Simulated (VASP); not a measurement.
A run of VASP 6.6.1 is set up as follows.

INCAR

```
SYSTEM = CdO
ALGO = Normal
DIPOL = 0.5 0.5 0.500
EDIFF = 1E-7
ENCUT = 520
GGA = PS
IDIPOL = 3
ISIF = 2
ISMEAR = 1
KPAR = 4
LASPH = .TRUE.
LCHARG = .TRUE.
LDIPOL = .TRUE.
LREAL = .FALSE.
LVACPOTAV = .TRUE.
LVHAR = .TRUE.
LWAVE = .FALSE.
NELM = 80
PREC = Accurate
SIGMA = 0.1
```

The input KPOINTS:

```
k-points
0
G
  4 4 1
  0 0 0
```

Contents of POSCAR:

```
CdO                                     
1.0
    3.3226947650      0.0000000000      0.0000000000
    0.0000000000      3.3226947650      0.0000000000
    0.0000000000      0.0000000000     27.7475000000
  Cd              O             
     6     6
Direct
     0.5000000000000000    0.5000000000000000    0.2881862849833584
     0.0000000000000000    0.0000000000000000    0.3723149226036182
     0.5000000000000000    0.5000000000000000    0.4575062180035147
     0.0000000000000000    0.0000000000000000    0.5424937819964855
     0.5000000000000000    0.5000000000000000    0.6276850773963818
     0.0000000000000000    0.0000000000000000    0.7118137150166415
     0.0000000000000000    0.0000000000000000    0.2873040596348857
     0.5000000000000000    0.5000000000000000    0.3726167767709271
     0.0000000000000000    0.0000000000000000    0.4574342792569919
     0.5000000000000000    0.5000000000000000    0.5425657207430079
     0.0000000000000000    0.0000000000000000    0.6273832232290730
     0.5000000000000000    0.5000000000000000    0.7126959403651143
```

Potentials or basis: VASP PAW PBE potentials, release 64 (Cd, O).

The run is started by

```console
$ cat potpaw_PBE.64/Cd/POTCAR potpaw_PBE.64/O/POTCAR > POTCAR
$ mpirun -np 8 vasp_std > vasp.out
```

Question: Estimate the work function of the upper face.

Answer: 4.98 eV.

Question: Predict the work function of the lower face.

Answer: 4.98 eV.

Question: Predict the band gap on the k mesh.

Answer: None (metal or under the smearing width).

Forces on the atoms (eV/Å):
```
Cd   0.000  0.000 -0.026
Cd   0.000  0.000 -0.016
Cd   0.000  0.000 -0.001
Cd   0.000  0.000  0.001
Cd   0.000  0.000  0.016
Cd   0.000  0.000  0.026
O    0.000  0.000  0.028
O    0.000  0.000  0.002
O    0.000  0.000  0.002
O    0.000  0.000 -0.002
O    0.000  0.000 -0.002
O    0.000  0.000 -0.028
```

Caveat: the k mesh is coarse (spacing up to 0.47 Å⁻¹), so the values aren't converged; the PAW data sets were made with another functional, which shifts forces and pressure a little.
